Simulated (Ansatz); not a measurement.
## An axial Ising model for the polytypes of Rh

The calculation used Ansatz, DFT PBE, scalar-relativistic, plane waves, PAW.

Cutoff 420 eV, Γ-centred meshes of like density (18×18×7 for the 3-atom cell), Gaussian smearing of 0.10 eV, energies at zero smearing and 0 K, each start's symmetry kept, no spin polarisation.

Close-packed stackings of Rh (one atom a layer) were relaxed in cell and atoms, and their energies taken once more on denser meshes. Energies are per layer, over the stacking AB. Give each step between layers a spin, σ = +1 for A→B, B→C, C→A and −1 for the reverse, and write the energy per layer as E = E₀ − J₁⟨σᵢσᵢ₊₁⟩ − J₂⟨σᵢσᵢ₊₂⟩.

| stacking | ⟨σᵢσᵢ₊₁⟩ | ⟨σᵢσᵢ₊₂⟩ | E − E(AB) (meV/layer) |
| --- | --- | --- | --- |
| AB | -1 | 1 | 0 |
| ABC | 1 | 1 | -38.1 |
| ABAC | 0 | -1 | -18.9 |
| ABABCBCAC | -0.333 | -0.333 | -10.8 |
| ABABCBC | -0.143 | -0.143 | -15.9 |

Fit J₁ and J₂, and predict the energy of ABCACB.

Over AB the model reads ΔE = −J₁(⟨σᵢσᵢ₊₁⟩ + 1) − J₂(⟨σᵢσᵢ₊₂⟩ − 1). Least squares on the 4 rows under AB gives J₁ = 19.04 and J₂ = 0.45 meV, with a residual of 0.77 meV rms. For ABCACB the averages are 0.333 and -0.333, so ΔE = -24.8 meV a layer; the calculation gives -25.4. The two couplings carry this family well.

Which of AB, ABC, ABAC and ABCACB does the model put lowest, and what do isolated faults cost in ABC stacking?

Over AB the four lie at 0, −2J₁, −J₁ + 2J₂ and (4/3)(J₂ − J₁): AB 0.0, ABC -38.1, ABAC -18.1, ABCACB -24.8 meV a layer, so ABC is lowest. A fault turns some spins; counting the pairs that change sign and dividing by the area of a layer's cell, (√3/2)a² = 6.36 Å² with the cells' mean a = 2.711 Å (1 meV/Å² = 16.02 mJ/m²): intrinsic stacking fault 4(J₁ + J₂) = 78.0 meV, 196 mJ/m²; extrinsic fault 4(J₁ + 2J₂) = 79.8 meV, 201 mJ/m²; twin boundary 2(J₁ + 2J₂) = 39.9 meV, 100 mJ/m². These are model values: no fault cell was computed here.

Small energy differences in metals hang on the k mesh (about 10 mJ/m² or 1 to 2 meV/atom on the mesh of the relaxation).

The energy falls steadily as hexagonally stacked layers give way to cubic ones, and all the computed stackings, including ABCACB, follow this order. ABC lies lowest, in keeping with the fcc structure of rhodium. Close-packed stackings share the same number of nearest neighbours, so the preference must come from subtler differences in more distant surroundings. In a transition metal these reshape the d-band density of states, and at the d filling of rhodium the band energy favours cubic stacking.

The dominance of J₁ means that each hexagonal layer costs nearly the same wherever it sits. This is why the twin boundary, with one such layer, costs about half as much as either stacking fault, with two. J₂ is smaller than the fit residual, so neither its sign nor the order of the intrinsic and extrinsic faults is settled. The large fault energies suggest narrowly split partial dislocations and a low tendency to fault, though the splitting would also depend on the elastic constants.
